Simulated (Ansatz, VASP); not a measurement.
La: VASP beside Ansatz

```
La
1.0
    -2.00846    2.00846    2.00846
     2.00846   -2.00846    2.00846
     2.00846    2.00846   -2.00846
La
1
Direct
  0.00000 0.00000 0.00000
```

Alike in both runs: task relaxation of cell and atoms; functional LDA; k mesh 14 × 14 × 14; occupations fermi-dirac, width 0.05 eV; no spin polarisation.

|  | VASP | Ansatz |
| --- | --- | --- |
| version | VASP 6.6.1 | Ansatz 0.2.0 |
| potentials or method | VASP PAW LDA potentials, release 64 (La) | PAW with Ansatz's default frozen-core files, scalar-relativistic |
| plane-wave cutoff (eV) | 600 | 420 |
| valence electrons in the cell | 11 | 11 |

VASP gave:

```
relaxed volume (Å³/atom)                                     : 33.06
relaxed cell length with the largest relative difference (Å) : 3.502
energy change over the relaxation (meV/atom)                 : -1
```

Question: What did Ansatz give for the same quantities?

Answer: Relaxed volume (Å³/atom): 33.13; relaxed cell length with the largest relative difference (Å): 3.504; energy change over the relaxation (meV/atom): -2.

Spin-orbit coupling is left out, which matters for the levels of La.
